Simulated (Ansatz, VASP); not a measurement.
# Cross-check of GaSb between VASP and Ansatz, part 2 of 2

Wanted: the spread between two codes on one cell, functional and k mesh. The cell is taken from a series of runs on this material, whose earlier steps may have relaxed, scaled, displaced or heated it; both programs get it as it stands.

VASP 6.6.1 and Ansatz 0.2.0.

So far: The structure; Ansatz: zone-centre phonons, LDA.

## (3) VASP: zone-centre phonons, LDA

Level of this step: LDA; plane waves and PAW (Ga_d, Sb) (VASP).

The same cell, functional (in two slightly different forms), mesh and smearing now go to VASP, with its own data sets.

Lines of VASP's logs that name or quote its potential files are left out, and so is its time.

INCAR reads:

```
SYSTEM = GaSb
PREC = Accurate
ENCUT = 500
EDIFF = 1E-08
NELM = 120
ISMEAR = 1
SIGMA = 0.2
LREAL = .FALSE.
ALGO = Normal
GGA = PW92
NBANDS = 15
LORBIT = 11
LWAVE = .FALSE.
LCHARG = .FALSE.
ISIF = 2
IBRION = 8
LASPH = .TRUE.
GGA_COMPAT = .FALSE.
KPAR = 2
```

POSCAR reads:

```
GaSb
1.0
    0.0000000000      2.9893910471      3.1453407819
    2.9893910471      0.0000000000      3.1453407819
    2.9893910471      2.9893910471      0.0000000000
Ga Sb
1 1
Direct
    0.0000000000      0.0000000000      0.0000000000
    0.7500000000      0.7500000000      0.7500000000
```

KPOINTS reads:

```
Automatic mesh
0
Gamma
12 12 12
0 0 0
```

Potentials, in the order of the species: Ga_d and Sb (LDA family, release 64).

On the command line:

```console
mpirun -np 2 vasp_std
```

Numbers of over 12 decimals in the logs are rounded to 6 here.

The program printed:

```text
[banner, memory and clock lines left out]
running    2 mpi-ranks, on    1 nodes
 distrk:  each k-point on    1 cores,    2 groups
 distr:  one band on    1 cores,    1 groups

 POSCAR found type information on POSCAR GaSb
 POSCAR found :  2 types and       2 ions
|                                                                             |
|               ----> ADVICE to this user running VASP <----                  |
|                                                                             |
|     You enforced a specific xc type in the INCAR file but a different       |
|     [... a line on the potential file left out ...]
|     I HOPE YOU KNOW WHAT YOU ARE DOING!                                     |
|                                                                             |

 LDA part: xc-table for (Slater(with rela. corr.)+PW92), standard interpolation
 POSCAR, INCAR and KPOINTS ok, starting setup
 FFT: planning ... GRIDC
 FFT: planning ... GRID_SOFT
 FFT: planning ... GRID
 WAVECAR not read
 entering main loop
       N       E                     dE             d eps       ncg     rms          rms(c)
DAV:   1     0.806740155827E+02    0.80674E+02   -0.84644E+03  4986   0.142E+03
DAV:   2    -0.250893936520E+01   -0.83183E+02   -0.80326E+02  5751   0.301E+02
DAV:   3    -0.866042428836E+01   -0.61515E+01   -0.61326E+01  5849   0.676E+01
DAV:   4    -0.877168516155E+01   -0.11126E+00   -0.11124E+00  6142   0.103E+01
DAV:   5    -0.877435039466E+01   -0.26652E-02   -0.26652E-02  6287   0.138E+00    0.334E+00
DAV:   6    -0.868582881702E+01    0.88522E-01   -0.75121E-02  7225   0.440E+00    0.194E+00
DAV:   7    -0.865020084886E+01    0.35628E-01   -0.51268E-02  5688   0.181E+00    0.293E-01
DAV:   8    -0.864991142554E+01    0.28942E-03   -0.47002E-03  6142   0.841E-01    0.971E-02
DAV:   9    -0.864998879230E+01   -0.77367E-04   -0.34784E-04  5871   0.166E-01    0.383E-02
DAV:  10    -0.864998179594E+01    0.69964E-05   -0.17323E-05  6333   0.357E-02    0.134E-02
DAV:  11    -0.864998411546E+01   -0.23195E-05   -0.43471E-06  5625   0.197E-02    0.518E-03
DAV:  12    -0.864998408471E+01    0.30745E-07   -0.22072E-07  6129   0.359E-03    0.112E-03
DAV:  13    -0.864998409491E+01   -0.10195E-07   -0.20591E-08  5925   0.133E-03    0.671E-04
DAV:  14    -0.864998409573E+01   -0.82218E-09   -0.72475E-10  3719   0.341E-04
   1 F= -.86499841E+01 E0= -.86501184E+01  d E =0.403027E-03
 Linear response reoptimize wavefunctions to high precision
DAV:   1    -0.864998409567E+01    0.59117E-10   -0.40047E-10  4664   0.187E-04
 Linear response DOF=           4
 Linear response progress:
  Degree of freedom:   1/  4
       N       E                     dE             d eps       ncg     rms          rms(c)
RMM:   1    -0.167960271825E+00   -0.16796E+00    0.10524E-01 17742   0.855E+00
RMM:   2    -0.166634312492E+00    0.13260E-02   -0.27669E-02 26657   0.138E+00    0.400E-02
RMM:   3    -0.166752376874E+00   -0.11806E-03   -0.38271E-03 27491   0.473E-01    0.253E-02
RMM:   4    -0.166736910974E+00    0.15466E-04   -0.20701E-03 30620   0.236E-01    0.152E-02
RMM:   5    -0.166755471240E+00   -0.18560E-04   -0.79830E-05 29443   0.580E-02    0.478E-03
RMM:   6    -0.166755377966E+00    0.93274E-07   -0.16291E-05 29730   0.242E-02    0.113E-03
RMM:   7    -0.166743232090E+00    0.12146E-04   -0.40681E-06 29098   0.109E-02    0.651E-04
RMM:   8    -0.166746573821E+00   -0.33417E-05   -0.80296E-07 29434   0.495E-03    0.161E-04
RMM:   9    -0.166747703298E+00   -0.11295E-05   -0.21195E-07 29670   0.233E-03    0.947E-05
RMM:  10    -0.166748338657E+00   -0.63536E-06   -0.42776E-08 30035   0.112E-03    0.242E-05
RMM:  11    -0.166748375441E+00   -0.36783E-07   -0.11014E-08 29941   0.552E-04    0.241E-05
RMM:  12    -0.166748582779E+00   -0.20734E-06   -0.57107E-09 29735   0.282E-04    0.701E-06
RMM:  13    -0.166748629696E+00   -0.46917E-07    0.11197E-09 29883   0.143E-04    0.263E-06
RMM:  14    -0.166748638897E+00   -0.92007E-08   -0.84891E-09 30027   0.763E-05    0.268E-06
 first order change of Fermi-energy  -0.10007E-04
 force on displaced ion       1 direction 1 :  -7.989  -0.000   0.000
 Linear response progress:
  Degree of freedom:   2/  4
       N       E                     dE             d eps       ncg     rms          rms(c)
RMM:   1    -0.168542935387E+00   -0.16854E+00    0.76501E-02 10429   0.834E+00
RMM:   2    -0.167106697200E+00    0.14362E-02   -0.28602E-02 15619   0.133E+00    0.400E-02
RMM:   3    -0.167078424408E+00    0.28273E-04   -0.32730E-03 16361   0.418E-01    0.268E-02
RMM:   4    -0.167016845597E+00    0.61579E-04   -0.14518E-03 17686   0.196E-01    0.133E-02
RMM:   5    -0.167026515667E+00   -0.96701E-05   -0.67593E-05 17128   0.509E-02    0.426E-03
RMM:   6    -0.167030848956E+00   -0.43333E-05   -0.11120E-05 17416   0.209E-02    0.477E-04
RMM:   7    -0.167025463184E+00    0.53858E-05   -0.24904E-06 16812   0.907E-03    0.555E-04
RMM:   8    -0.167028286769E+00   -0.28236E-05   -0.58808E-07 17101   0.427E-03    0.129E-04
RMM:   9    -0.167029167488E+00   -0.88072E-06   -0.14675E-07 17190   0.195E-03    0.695E-05
RMM:  10    -0.167029911063E+00   -0.74358E-06   -0.29915E-08 17255   0.968E-04    0.142E-05
RMM:  11    -0.167029796916E+00    0.11415E-06   -0.11269E-08 17183   0.469E-04    0.782E-06
RMM:  12    -0.167029790552E+00    0.63642E-08   -0.36075E-09 17521   0.234E-04    0.997E-06
 first order change of Fermi-energy  -0.68873E-05
 force on displaced ion       1 direction 3 :   0.000   0.000  -7.908
 Linear response progress:
  Degree of freedom:   3/  4
       N       E                     dE             d eps       ncg     rms          rms(c)
RMM:   1    -0.291042579027E-01   -0.29104E-01    0.36744E-03 29033   0.138E+00
RMM:   2    -0.265713580725E-01    0.25329E-02   -0.35825E-03 25965   0.389E-01    0.663E-02
RMM:   3    -0.264947481810E-01    0.76610E-04   -0.21615E-04 29062   0.106E-01    0.354E-02
RMM:   4    -0.265066133846E-01   -0.11865E-04   -0.43740E-05 29045   0.448E-02    0.457E-03
RMM:   5    -0.265115455407E-01   -0.49322E-05   -0.60147E-06 30328   0.157E-02    0.287E-03
RMM:   6    -0.265052452383E-01    0.63003E-05   -0.86152E-07 29067   0.497E-03    0.830E-04
RMM:   7    -0.265041926020E-01    0.10526E-05   -0.81112E-08 29750   0.148E-03    0.326E-04
RMM:   8    -0.265035897653E-01    0.60284E-06   -0.12595E-08 28974   0.539E-04    0.733E-05
RMM:   9    -0.265035622149E-01    0.27550E-07   -0.11731E-09 29921   0.190E-04    0.171E-05
RMM:  10    -0.265035834162E-01   -0.21201E-07   -0.14810E-09 28317   0.726E-05    0.444E-06
RMM:  11    -0.265035781015E-01    0.53147E-08   -0.16283E-10 29285   0.249E-05    0.326E-06
 first order change of Fermi-energy   0.32848E-04
 force on displaced ion       2 direction 1 :  -7.996  -0.000   0.000
 Linear response progress:
  Degree of freedom:   4/  4
       N       E                     dE             d eps       ncg     rms          rms(c)
RMM:   1    -0.296822992765E-01   -0.29682E-01    0.11048E-03 16401   0.141E+00
RMM:   2    -0.266057772751E-01    0.30765E-02   -0.37535E-03 15497   0.395E-01    0.690E-02
RMM:   3    -0.265593864934E-01    0.46391E-04   -0.21523E-04 16943   0.104E-01    0.367E-02
RMM:   4    -0.265933647878E-01   -0.33978E-04   -0.42226E-05 17000   0.450E-02    0.455E-03
RMM:   5    -0.265989093373E-01   -0.55445E-05   -0.59901E-06 17610   0.151E-02    0.290E-03
RMM:   6    -0.265901130496E-01    0.87963E-05   -0.76222E-07 16895   0.489E-03    0.614E-04
RMM:   7    -0.265895545437E-01    0.55851E-06   -0.68123E-08 17613   0.146E-03    0.290E-04
RMM:   8    -0.265894130227E-01    0.14152E-06   -0.16045E-08 17179   0.527E-04    0.343E-05
RMM:   9    -0.265894438802E-01   -0.30857E-07   -0.18384E-09 17396   0.195E-04    0.107E-05
RMM:  10    -0.265894275816E-01    0.16299E-07   -0.59219E-10 17049   0.645E-05    0.803E-06
RMM:  11    -0.265894102421E-01    0.17340E-07    0.11907E-11 17178   0.239E-05    0.151E-06
RMM:  12    -0.265894080691E-01    0.21729E-08    0.20280E-11 14297   0.982E-06    0.125E-06
 first order change of Fermi-energy   0.60859E-03
 force on displaced ion       2 direction 3 :   0.000   0.000  -7.938
 Linear response finished
```

From OUTCAR (step 3):

```text
ion  position               nearest neighbor table
   1  0.000  0.000  0.000-   2 2.63   2 2.63   2 2.63   2 2.63
   2  0.750  0.750  0.750-   1 2.63   1 2.63   1 2.63   1 2.63

  LATTYP: Found a body centered tetragonal cell.
 ALAT       =     4.2276373620
 C/A-ratio  =     1.4879898688

 Subroutine GETGRP returns: Found  8 space group operations
 (whereof  8 operations were pure point group operations)

The static configuration has the point symmetry D_2d.

 Found    163 irreducible k-points:

   k-points           NKPTS =    163   k-points in BZ     NKDIM =    163   number of bands    NBANDS=     15

   dimension x,y,z NGX =    32 NGY =   32 NGZ =   32
   dimension x,y,z NGXF=    64 NGYF=   64 NGZF=   64

   ENCUT  =  500.0 eV  36.75 Ry    6.06 a.u.   7.91  7.91  7.71*2*pi/ulx,y,z

   NELECT =      18.0000    total number of electrons

 k-points in reciprocal lattice and weights: Automatic mesh
   0.00000000  0.00000000  0.00000000       0.001
   0.08333333  0.00000000  0.00000000       0.005
   0.16666667  0.00000000  0.00000000       0.005
   0.25000000  0.00000000  0.00000000       0.005
   0.33333333  0.00000000  0.00000000       0.005
   0.41666667  0.00000000  0.00000000       0.005
   0.50000000  0.00000000  0.00000000       0.002
   0.08333333  0.08333333  0.00000000       0.001
   0.16666667  0.08333333  0.00000000       0.005
[...]
-0.33333333  0.16666667  0.50000000       0.002
  -0.25000000  0.25000000  0.50000000       0.001

 average (electrostatic) potential at core
       1 -66.7313       2 -88.5005

  Total        0.0585134      0.0585134     -0.8493876      0.0000000      0.0000000      0.0000000
  in kB        1.6676407      1.6676407    -24.2076891      0.0000000      0.0000000      0.0000000
  external PRESSURE =      -6.9574693 kB  Pullay stress =       0.0000000 kB

  energy-cutoff  :      500.00
  volume of cell :       56.22
      direct lattice vectors                 reciprocal lattice vectors
     0.000000000  2.989391047  3.145340782    -0.167258145  0.167258145  0.158965287
     2.989391047  0.000000000  3.145340782     0.167258145 -0.167258145  0.158965287
     2.989391047  2.989391047  0.000000000     0.167258145  0.167258145 -0.158965287

 POSITION                                       TOTAL-FORCE (eV/Angst)
 -----------------------------------------------------------------------------------
      0.00000      0.00000      0.00000         0.000000      0.000000      0.000000
      4.48409      4.48409      4.71801        -0.000000     -0.000000     -0.000000
 -----------------------------------------------------------------------------------
    total drift:                               -0.000000     -0.000000     -0.000000

 Eigenvectors and eigenvalues of the dynamical matrix
 ----------------------------------------------------

   1 f  =    6.637384 THz    41.703916 2PiTHz  221.399313 cm-1    27.450004 meV
             X         Y         Z           dx          dy          dz
      0.000000  0.000000  0.000000     0.797278   -0.000000    0.000000
      4.484087  4.484087  4.718011    -0.603612    0.000000    0.000000

   2 f  =    6.637384 THz    41.703916 2PiTHz  221.399313 cm-1    27.450004 meV
             X         Y         Z           dx          dy          dz
      0.000000  0.000000  0.000000     0.000000    0.797278    0.000000
      4.484087  4.484087  4.718011    -0.000000   -0.603612   -0.000000

   3 f  =    6.607302 THz    41.514906 2PiTHz  220.395888 cm-1    27.325595 meV
             X         Y         Z           dx          dy          dz
      0.000000  0.000000  0.000000     0.000000    0.000000   -0.796863
      4.484087  4.484087  4.718011    -0.000000   -0.000000    0.604160

   4 f/i=    0.001434 THz     0.009007 2PiTHz    0.047817 cm-1     0.005929 meV
             X         Y         Z           dx          dy          dz
      0.000000  0.000000  0.000000     0.587891   -0.136867    0.000000
      4.484087  4.484087  4.718011     0.776512   -0.180780    0.000000

   5 f/i=    0.001434 THz     0.009007 2PiTHz    0.047817 cm-1     0.005929 meV
             X         Y         Z           dx          dy          dz
      0.000000  0.000000  0.000000     0.136867    0.587891   -0.000000
      4.484087  4.484087  4.718011     0.180780    0.776512   -0.000000

   6 f/i=    0.005969 THz     0.037504 2PiTHz    0.199105 cm-1     0.024686 meV
             X         Y         Z           dx          dy          dz
      0.000000  0.000000  0.000000     0.000000    0.000000    0.604160
      4.484087  4.484087  4.718011     0.000000    0.000000    0.796863

 ELASTIC MODULI CONTR FROM IONIC RELAXATION (kBar)
 Direction    XX          YY          ZZ          XY          YZ          ZX
 --------------------------------------------------------------------------------
 XX           0.0000      0.0000      0.0000      0.0000      0.0000      0.0000
 YY           0.0000      0.0000      0.0000      0.0000      0.0000      0.0000
 ZZ           0.0000      0.0000      0.0000      0.0000      0.0000      0.0000
 XY           0.0000      0.0000      0.0000   -163.2232     -0.0000     -0.0000
 YZ           0.0000      0.0000      0.0000     -0.0000   -167.0224     -0.0000
 ZX           0.0000      0.0000      0.0000     -0.0000     -0.0000   -145.1679
 --------------------------------------------------------------------------------
```

## (4) Differences

Known differences besides the potentials themselves: the data sets hold 28 valence electrons in Ansatz (on its PAW soft_1 files) and 18 in VASP; the cutoff is 420 eV in Ansatz and 500 eV in VASP; VASP's log shows a relativistic correction to its local exchange, Ansatz's none. Total energies have different zeros and are not compared.

Compared:

```csv
quantity,Ansatz,VASP,difference
optical mode 1 (cm⁻¹),218.6,220.4,-0.81 %
optical mode 2 to 3 (cm⁻¹),219.7,221.4,-0.79 %
```

Modes are paired by rising frequency, not by their patterns, so a pair may set unlike modes beside each other; they are those without the splitting of longitudinal modes.

## (5) Summary of results

| Item | Value |
| --- | --- |
| r.m.s. difference of the optical zone-centre modes, each program's sorted by frequency (zone-centre phonons, LDA) | 1.8 cm⁻¹ |
| difference in optical mode 1 (zone-centre phonons, LDA) | -0.8 % |

In words: The r.m.s. difference of the optical zone-centre modes, each program's sorted by frequency is 1.8 cm⁻¹ (zone-centre phonons, LDA). The data sets hold unlike numbers of valence electrons (28 in Ansatz and 18 in VASP), so part of the differences comes from the potentials. Among the rows given in per cent, the largest difference of the zone-centre phonons, LDA pair is in optical mode 1, -0.8 %. Such differences can come from data sets, numerical settings and the points named under the comparisons, not from the functional's error against experiment.

[Lines on the potential files, build, host, timing and source positions are cut from VASP's logs without a mark.]

[Logs are printed without paths, hosts, clocks, repeated set-up lines and the standing remarks that a program may print on its own settings, such as how far it seeks lower states.]

[Hosts, paths, dates, database ids (printed as entryN), source tags and the programs' standing remarks are cut or masked in the printed files.]
